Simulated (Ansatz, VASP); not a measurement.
One calculation of Al, two programs

File INCAR:

```
  PREC = Accurate
  ENCUT = 520
  EDIFF = 1E-6
  ISMEAR = -1
  SIGMA = 0.05
  LREAL = False
  LASPH = True
  NELM = 80
  ALGO = Fast
  ISIF = 2
  LWAVE = False
  LCHARG = False
  GGA = PS
  NBANDS = 8
```

The input KPOINTS:

```
regular mesh
0
Gamma
  11 11 11
```

Contents of POSCAR:

```
Al
1.0
    0.0000000000      2.0248050000      2.0248050000
    2.0248050000      0.0000000000      2.0248050000
    2.0248050000      2.0248050000      0.0000000000
Al
1
Direct
    0.0000000000      0.0000000000      0.0000000000
```

The input input.yaml:

```yaml
crystal:
  lattice:
    - [0.0, 2.024805, 2.024805]
    - [2.024805, 0.0, 2.024805]
    - [2.024805, 2.024805, 0.0]
  atoms:
    - { symbol: Al, position: [0.0, 0.0, 0.0] }
kpoints:
  mp_grid: { grid: [11, 11, 11] }
scf:
  occupations: { method: fermi_dirac, width: 0.05 }
hamiltonian:
  xc: pbesol
  pseudopotentials: { kind: all_electron, lapw: { basis_error: 0.001 } }
output:
  forces: true
  stress: true
  eigenvalues: true
  populations: true
```

Alike in both runs: task single point; functional PBEsol; k mesh 11 × 11 × 11; occupations fermi-dirac, width 0.05 eV; no spin polarisation.

|  | VASP | Ansatz |
| --- | --- | --- |
| version | VASP 6.6.1 | Ansatz 0.2.0 |
| potentials or method | VASP PAW PBE potentials, release 64 (Al) | all-electron LAPW, scalar-relativistic |
| plane-wave cutoff (eV) | 520 | see its input |

```tsv
	VASP	Ansatz	Ansatz less VASP
gap on the k mesh at the Fermi level (eV)	none	none	-
pressure (GPa)	-1.9	-1.9	-0.05
```

A gap of «none» marks a metal or a gap that the smearing closes. Ansatz ran all-electron here, so the differences hold the error of VASP's frozen core and of both bases.

Caveats: the PAW data sets were made with another functional, which shifts forces and pressure a little (VASP).
